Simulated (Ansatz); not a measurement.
(210) slab cut from the bulk of InAs, F-43m (No. 216); the slab's formula is In9As10:

```xyz
19
Lattice="6.0875 0.0000 0.0000 -3.0437 6.8060 0.0000 0.0000 0.0000 27.2508" Properties=species:S:1:pos:R:3 pbc="T T T"
As   -1.5219    4.7642    7.5000
In    3.0437    2.7224    8.1806
As    4.5656    0.6806    8.8612
In    0.0000    5.4448    9.5418
As    1.5219    3.4030   10.2224
In    0.0000    1.3612   10.9030
As   -1.5219    6.1254   11.5836
In    3.0437    4.0836   12.2642
As    4.5656    2.0418   12.9448
In    3.0437    0.0000   13.6254
As    1.5219    4.7642   14.3060
In    0.0000    2.7224   14.9866
As    1.5219    0.6806   15.6672
In    3.0437    5.4448   16.3478
As   -1.5219    3.4030   17.0284
In    3.0437    1.3612   17.7090
As    1.5219    6.1254   18.3896
In    0.0000    4.0836   19.0702
As    1.5219    2.0418   19.7508
```

Theory: DFT PBEsol, scalar-relativistic, plane waves, PAW (Ansatz 0.2.0). Cutoff 420 eV; k points 6×5×1 on the computed 19-atom cell (Γ-centred); Gaussian smearing, width 0.10 eV; no spin polarisation. The cell repeats along c with a dipole correction in the vacuum.

Question: What forces act on the atoms?

Answer:
```json
{"atom": "As1", "Fx (eV/Å)": "-0.441", "Fy (eV/Å)": "0.130", "Fz (eV/Å)": "-0.295"}
{"atom": "In2", "Fx (eV/Å)": "0.987", "Fy (eV/Å)": "0.527", "Fz (eV/Å)": "0.817"}
{"atom": "As3", "Fx (eV/Å)": "0.150", "Fy (eV/Å)": "-0.526", "Fz (eV/Å)": "-0.494"}
{"atom": "In4", "Fx (eV/Å)": "-0.244", "Fy (eV/Å)": "-0.058", "Fz (eV/Å)": "-0.149"}
{"atom": "As5", "Fx (eV/Å)": "-0.289", "Fy (eV/Å)": "-0.177", "Fz (eV/Å)": "-0.083"}
{"atom": "In6", "Fx (eV/Å)": "-0.155", "Fy (eV/Å)": "0.057", "Fz (eV/Å)": "-0.064"}
{"atom": "As7", "Fx (eV/Å)": "-0.080", "Fy (eV/Å)": "-0.017", "Fz (eV/Å)": "0.130"}
{"atom": "In8", "Fx (eV/Å)": "0.158", "Fy (eV/Å)": "0.042", "Fz (eV/Å)": "0.022"}
{"atom": "As9", "Fx (eV/Å)": "-0.053", "Fy (eV/Å)": "0.040", "Fz (eV/Å)": "0.120"}
{"atom": "In10", "Fx (eV/Å)": "-0.071", "Fy (eV/Å)": "-0.001", "Fz (eV/Å)": "0.001"}
{"atom": "As11", "Fx (eV/Å)": "-0.052", "Fy (eV/Å)": "-0.037", "Fz (eV/Å)": "-0.121"}
{"atom": "In12", "Fx (eV/Å)": "0.158", "Fy (eV/Å)": "-0.045", "Fz (eV/Å)": "-0.021"}
{"atom": "As13", "Fx (eV/Å)": "-0.079", "Fy (eV/Å)": "0.020", "Fz (eV/Å)": "-0.132"}
{"atom": "In14", "Fx (eV/Å)": "-0.154", "Fy (eV/Å)": "-0.059", "Fz (eV/Å)": "0.065"}
{"atom": "As15", "Fx (eV/Å)": "-0.291", "Fy (eV/Å)": "0.179", "Fz (eV/Å)": "0.080"}
{"atom": "In16", "Fx (eV/Å)": "-0.243", "Fy (eV/Å)": "0.057", "Fz (eV/Å)": "0.149"}
{"atom": "As17", "Fx (eV/Å)": "0.151", "Fy (eV/Å)": "0.529", "Fz (eV/Å)": "0.494"}
{"atom": "In18", "Fx (eV/Å)": "0.989", "Fy (eV/Å)": "-0.529", "Fz (eV/Å)": "-0.817"}
{"atom": "As19", "Fx (eV/Å)": "-0.443", "Fy (eV/Å)": "-0.132", "Fz (eV/Å)": "0.295"}
```

Cost: 1 run of about 7.1 core-minutes, on Intel Xeon Platinum 8259CL (Skylake/Cascade Lake) (shared hosts).